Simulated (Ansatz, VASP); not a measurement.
This is a calculation of WC for Ansatz 0.2.0.

The input input.yaml:

```yaml
crystal:
  lattice:
    - [0.0, 2.2072055093, 2.2072055093]
    - [2.2072055093, 0.0, 2.2072055093]
    - [2.2072055093, 2.2072055093, 0.0]
  atoms:
    - { symbol: W, position: [0.0, 0.0, 0.0] }
    - { symbol: C, position: [0.5, 0.5, 0.5] }
kpoints:
  mp_grid: { grid: [10, 10, 10] }
scf:
  occupations: { method: fermi_dirac, width: 0.05 }
hamiltonian:
  xc: lda
  pseudopotentials: { kind: all_electron, lapw: { basis_error: 0.001 } }
output:
  forces: true
  stress: true
  eigenvalues: true
```

Potentials or basis: all-electron LAPW, scalar-relativistic.

Command:

```console
$ ansatz run input.yaml --threads 1 --pin off --max-ram 3072MiB --backend cpu --events-out ev --progress --plain --runs-dir out
```

Problem. Set up the same calculation for VASP 6.6.1. Potentials there: VASP PAW LDA potentials, release 64 (W_sv, C).

Solution. As run (the cutoff follows the program's own potentials):

File INCAR:

```
SYSTEM = WC
PREC     = Accurate       ! precision mode
ENCUT    = 520            ! plane-wave cutoff, eV
EDIFF    = 1E-6           ! SCF threshold, eV
ISMEAR   = -1             ! smearing method
SIGMA    = 0.05           ! smearing width, eV
LREAL    = .FALSE.        ! projectors in reciprocal space
LASPH    = .TRUE.         ! aspherical terms in the spheres
NELM     = 80             ! most SCF steps
ALGO     = Normal         ! electronic algorithm
ISIF     = 2              ! what is computed and relaxed
LWAVE    = .FALSE.        ! write WAVECAR
LCHARG   = .TRUE.         ! write CHGCAR
LELF     = .TRUE.         ! ELF
LVHAR    = .TRUE.       
NBANDS   = 16             ! bands
```

KPOINTS

```
regular mesh
0
G
  10 10 10
  0 0 0
```

File POSCAR:

```
WC
1.0
    0.0000000000      2.2072055093      2.2072055093
    2.2072055093      0.0000000000      2.2072055093
    2.2072055093      2.2072055093      0.0000000000
W C
1 1
Direct
    0.0000000000      0.0000000000      0.0000000000
    0.5000000000      0.5000000000      0.5000000000
```

Potentials or basis: VASP PAW LDA potentials, release 64 (W_sv, C).

Run with:

```sh
$ cat potpaw_LDA.64/W_sv/POTCAR potpaw_LDA.64/C/POTCAR > POTCAR
$ mpirun -np 1 vasp_std > vasp.out
```

Both were run:

|  | VASP | Ansatz | Ansatz less VASP |
| --- | --- | --- | --- |
| gap on the k mesh at the Fermi level (eV) | none | none | - |
| pressure (GPa) | -20.5 | -22.4 | -1.90 |

A gap of «none» marks a metal or a gap that the smearing closes. Ansatz ran all-electron here, so the differences hold the error of VASP's frozen core and of both bases.

Caveats: so large a pressure means that the cell lies far from this level's equilibrium, or that cutoff or potentials fall short (VASP). Spin-orbit coupling is left out, which matters for the levels of W.
